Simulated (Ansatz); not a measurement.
# Contact densities of CdS against volume

```
Cd S
1.0
     0.00000    2.75324    2.75324
     2.75324    0.00000    2.75324
     2.75324    2.75324    0.00000
Cd S
1 1
Direct
  0.00000 0.00000 0.00000
  0.50000 0.50000 0.50000
```

Atoms are numbered in the order listed.

Conventional cell: a = 5.506 Å, b = 5.506 Å, c = 5.506 Å, α = 90.00°, β = 90.00°, γ = 90.00°. Around Cd (atom 1) lie 6 S at 2.75 Å. Around S (atom 2) lie 6 Cd at 2.75 Å.

Structure from Materials Project entry mp-370 (possibly hypothetical), not relaxed further.

Theory: Ansatz 0.2.0, DFT, r2SCAN, all-electron PAW with datasets made for the crystal, scalar-relativistic.

The runs use a Γ-centred 9×9×9 k mesh, Fermi–Dirac smearing of 0.02 eV, cutoff 260 eV (chosen by the program for this cell), no spin polarisation.

The contact density is the mean electron density over the nuclear volume; its changes follow the s electrons' response to bonding and compression. Changes below are taken from the unscaled cell, where it is 1.03414e+06 e/Å³ at Cd1, 19750.1 e/Å³ at S2.

```tsv
V/V(cell)	P (GPa)	Δρ(0) Cd1 (e/Å³)	Δρ(0) S2 (e/Å³)
0.9405	2.9	2.30	?
1.0000	-2.2	0.00	0.00
1.0600	-5.9	?	?
```

(1) What belongs in the row "0.9405", column "Δρ(0) S2 (e/Å³)"?

(2) Give the missing entry: row "1.0600", column "Δρ(0) Cd1 (e/Å³)".

(3) What belongs in the row "1.0600", column "Δρ(0) S2 (e/Å³)"?

The datasets are made afresh for each cell, so very small changes are uncertain.

Answers

(1) -0.47.

(2) -1.59.

(3) 0.46.
